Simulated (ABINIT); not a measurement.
AlPt: phonons with LDA

The system is AlPt.

```
Pt Al
1.0
     3.03520    0.00000    0.00000
     0.00000    3.03520    0.00000
     0.00000    0.00000    3.03520
Pt Al
1 1
Direct
  0.50000 0.50000 0.50000
  0.00000 0.00000 0.00000
```

Measurements of this composition are mostly on another form, of space group No. 198.

The cell isn't the ideal one: cell relaxed at zero pressure by an earlier run.

- Program: ABINIT 10.8.3 (patched build)
- Task: phonons
- Functional: LDA
- Potentials or basis: PseudoDojo NC SR LDA v0.4.1 standard
- Cutoff: 1088 eV
- k mesh: 12 × 12 × 12
- Occupations: fermi-dirac, width 0.2 eV
- Spin: no spin polarisation
- Cutoff smearing ecutsm (Ha): 0.5
- Stop of the response cycle (tolvrs): 1e-08
- Acoustic sum rule (asr): 2

The pressure is 0.4 GPa, the band gap on the k mesh is none (metal or under the smearing width) and the highest phonon frequency at Γ is 228 cm⁻¹.

Phonon frequencies in cm⁻¹ (negative: imaginary):
```csv
q point,frequencies
"(0.000, 0.000, 0.000)",0 0 0 228 228 228
```

Run time: 10 min on 1 thread of AMD EPYC 7R43 64-Core Processor (Zen 3), on a shared host, peak memory 0.65 GiB.

The run has no spin-orbit coupling, so splittings on Pt are missing.
